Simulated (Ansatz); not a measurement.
The cell was built from the diamond type and relaxed in the same program, and has space group Fd-3m; it needn't be a known or the stable phase.

Ti: DFT, PBE, PAW with Ansatz's default frozen-core files, scalar-relativistic (Ansatz 0.2.0).

```yaml
crystal:
  lattice:
    - [0.0, 2.839533255, 2.839533255]
    - [2.839533255, 0.0, 2.839533255]
    - [2.839533255, 2.839533255, 0.0]
  atoms:
    - { symbol: Ti, position: [0.0, 0.0, 0.0] }
    - { symbol: Ti, position: [0.25, 0.25, 0.25] }
kpoints:
  mp_grid: { grid: [11, 11, 11] }
  band_path:
    path:
      - [0.0, 0.0, 0.0]
      - [0.5, 0.0, 0.5]
      - [0.625, 0.25, 0.625]
      - [0.375, 0.375, 0.75]
      - [0.0, 0.0, 0.0]
      - [0.5, 0.5, 0.5]
      - [0.5, 0.25, 0.75]
      - [0.5, 0.0, 0.5]
    npoints: 8
scf:
  occupations: { method: fermi_dirac, width: 0.05 }
hamiltonian:
  xc: pbe
  pseudopotentials: { kind: paw }
output:
  forces: true
  stress: true
  eigenvalues: true
  efg: { contact_densities: true }
  populations: true
  bader: true
  dos: { projected: true, de: 0.2, e_range: [-14, 8] }
```

Output:

```
Engine: ansatz 0.2.0
Pseudopotentials: kind: paw
Pseudopotential: Ti, paw, valence charge 12, recommended cutoff 420 eV (normal)
Functional definition: PBE
  parameter kappa = 0.804
  parameter beta = 0.06672455060314922
  exchange = pbe_x(kappa = kappa, mu = beta*pi^2/3)
  correlation = pbe_c(beta = beta)
Crystal: 2 atoms, lattice volume = 45.790 Å³
Basis set: ecut = 420 eV, 893 PW (Γ), exchange–correlation on 54×54×54 points (8 copies of the dense FFT grid, shifted against one another)
Bands: 16, of which v1, the nominal top of the filled ones, is band 12 counted from 1 (11 counted from 0)
Symmetry: 48 space group operations
Space group: Fd-3m (ITA 227), of the structure as read, at distance tolerance 3.6e-5 Å
k-points: 56 of 1331
Non-local potential: Ti, projectors of the file, l = 0: 3, l = 1: 2, l = 2: 3, l = 3: 1
PAW form: soft (Blöchl's): semilocal exchange-correlation on the pseudo side does not see the compensation charge
PAW one-centre angular grid: Ti, 590 points (default); XC on 64 Gauss nodes
Initial density: superposition of atomic densities (neutral atoms: chi_scale 0, normalization atom), corrected by the library's trained network
Initial wavefunctions: pseudopotential atomic-orbital guess
Functional: x = pbe(κ = 0.804, μ = 0.2195149727645171), c = pbe(β = 0.06672455060314922)
SCF iter   1: F=—  HF=-4994.646608 eV  |F-HF|=—  |Δ(HF+E_count)|=         —  Δρ=7.74e-3  dr2=1.45e-2  ethr=1.77e-3  ⟨swp⟩=4.1  Hψ=3678  notcnv=0
preconditioner: auto → Kerker (q_TF=auto, 2.450 Å⁻¹)  [metal: Δε(μ)=0.007 eV  Ē_g=1.956 eV  σ=0.050 eV  W_gap=0.04  n_scr=14 (ndim 8)  ℏωp=15.5 eV  f_vac=0.000  D(μ)=7.52/eV (n_scr^D=136)]
SCF iter   2: F=—  HF=-4994.647743 eV  |F-HF|=—  |Δ(HF+E_count)|=   1.14e-3  Δρ=4.36e-3  dr2=4.75e-3  ethr=6.05e-5  ⟨swp⟩=1.0  Hψ=1345  notcnv=0
SCF iter   3: F=—  HF=-4994.648710 eV  |F-HF|=—  |Δ(HF+E_count)|=   9.67e-4  Δρ=6.75e-4  dr2=2.02e-4  ethr=1.98e-5  ⟨swp⟩=2.0  Hψ=1094  notcnv=0
SCF iter   4: F=—  HF=-4994.648719 eV  |F-HF|=—  |Δ(HF+E_count)|=   8.78e-6  Δρ=1.24e-4  dr2=7.68e-6  ethr=8.40e-7  ⟨swp⟩=2.1  Hψ=1093  notcnv=0
SCF iter   5: F=—  HF=-4994.648721 eV  |F-HF|=—  |Δ(HF+E_count)|=   2.23e-6  Δρ=3.86e-5  dr2=1.06e-6  ethr=3.20e-8  ⟨swp⟩=1.0  Hψ=896  notcnv=0
SCF iter   6: F=-4994.648722 eV  HF=-4994.648722 eV  |F-HF|=5.81e-9  |Δ(HF+E_count)|=   1.43e-7  Δρ=6.33e-6  dr2=1.73e-8  ethr=4.17e-10  ⟨swp⟩=2.4  Hψ=2983  notcnv=0
SCF 1 converged in 6 iterations: F = -4994.648722 eV  dr2 = 1.73e-8
  greatest PAW one-centre occupation: 0.999 electrons in one spin orbital (limit 2), on the Ti atom at site 1 (counted from 0), in its partial waves of l = 0
NSCF: frozen V_eff on 57 k-points
SCF converged after 6 iterations
Free energy (F): -4994.648722 eV
Harris-Foulkes:  -4994.648722 eV  (|F-HF|=5.81e-9)
Internal energy: -4994.588334 eV  (E = F + TS)
E sigma→0 (E₀):  -4994.618528 eV
Entropy (-TS):   -0.060388 eV (-30.194 meV/atom)
Fermi energy:    9.195911 eV
--- Per-component energies (eV) ---
  E_band       = -407.592647
  E_kinetic    = 548.887215
  E_local      = -2227.150896  (includes V_loc(G=0)·N_el)
  E_nonlocal   = 24.976594
  E_hartree    = 917.922443
  E_xc         = -192.462123
  E_vxc        = -240.608434  (∫ρ·V_xc dr)
  E_paw        = -2099.926343  (= ΣΔE_a)
  E_vpaw       = -349.536938  (= ΣTr[D̂ρ^β])
  E_aug_tail   = 0.000241  (compensation charges beyond the density's cutoff)
  E_ewald      = -1966.835465
  E_smearing   = -0.060388  (= −TS)
  E_closure    = 0.000000  (closes the sum)
  Σ components = -4994.648722   (vs F -4994.648722, Δ=0.00e0)
--- Forces (eV/Å), atoms counted from 1 ---
  atom   1  Ti     0.00000000    -0.00000000    -0.00000000
  atom   2  Ti     0.00000000    -0.00000000    -0.00000000
  max |Σ_I F_I| component: 1.11e-16 eV/Å
--- Stress (GPa, compression-positive) ---
       -0.009522       0.000000      -0.000000
        0.000000      -0.009522       0.000000
        0.000000      -0.000000      -0.009522
  P = ⅓ Tr σ = -0.0095 GPa (-0.095 kbar)
--- PAW observables at the nuclei: V_zz in 10²¹ V/m², potentials from the cell's mean, atoms counted from 1 ---
  atom   1  Ti V_zz =    -0.000000   η = 0.0000   by run symmetry: forbidden
            electrostatic potential = -2526.852857 V   contact ρ = 56791.384157 e/Å³
  atom   2  Ti V_zz =    -0.000000   η = 0.0000   by run symmetry: forbidden
            electrostatic potential = -2526.852857 V   contact ρ = 56791.384157 e/Å³
--- Band table (eV; the first three rows and the last of 56) ---
  k-point 0: bands = ["-47.4905", "-46.9881", "-23.9608", "-23.9608", "-23.9608", "-23.2316", "-23.2316", "-23.2316", "4.4314", "8.5858", "8.5858", "9.0496", "9.0496", "9.0496", "10.8795", "10.8795"]
  k-point 1: bands = ["-47.4830", "-46.9959", "-23.9688", "-23.9688", "-23.9612", "-23.2326", "-23.2235", "-23.2235", "4.5653", "8.5059", "8.5059", "9.0532", "9.1787", "9.1787", "10.7245", "10.8656"]
  k-point 2: bands = ["-47.4617", "-47.0179", "-23.9892", "-23.9892", "-23.9626", "-23.2346", "-23.2026", "-23.2026", "4.9551", "8.4115", "8.4115", "9.0814", "9.3711", "9.3711", "10.2905", "10.8773"]
  k-point 55: bands = ["-47.2650", "-47.2183", "-24.1539", "-24.1322", "-23.6533", "-23.5468", "-23.0613", "-23.0436", "7.4300", "7.5721", "9.0787", "9.2116", "9.6026", "10.0225", "10.0891", "10.1726"]
--- Löwdin populations: 2 sites ---
  site symbol       q [e]
     0     Ti     11.9367
     1     Ti     11.9367
  spilling = 0.005277 (of n_electrons = 24.000000)
--- Bader charges: 2 sites ---
  site symbol  charge [e]  shift [e]
     0     Ti      0.0000     0.0000
     1     Ti      0.0000     0.0000
  estimated error of the sums over rays = 1.2e-4 e
```

populations.tsv:

```
# site	symbol	l	j	q
# orbitals = lowdin
# n_electrons = 24.000000
# spilling = 0.005277
0	Ti	0_3S	-	1.913035
0	Ti	0_4S	-	0.911783
0	Ti	1_3P	-	5.963093
0	Ti	2_3D	-	3.148765
1	Ti	0_3S	-	1.913035
1	Ti	0_4S	-	0.911783
1	Ti	1_3P	-	5.963093
1	Ti	2_3D	-	3.148765
```

bader_charges.tsv:

```
# site	symbol	x_ang	y_ang	z_ang	partial_charge_e	electrons	volume_ang3	relative_density_drop	shared_charge_e	partial_wave_shift_e
# quadrature_error_electrons = 1.2e-4
0	Ti	0.0000	0.0000	0.0000	0.00002	21.99998	22.89	-	0.00002	0.00000
1	Ti	1.4198	1.4198	1.4198	-0.00002	22.00002	22.90	-	-0.00002	0.00000
```
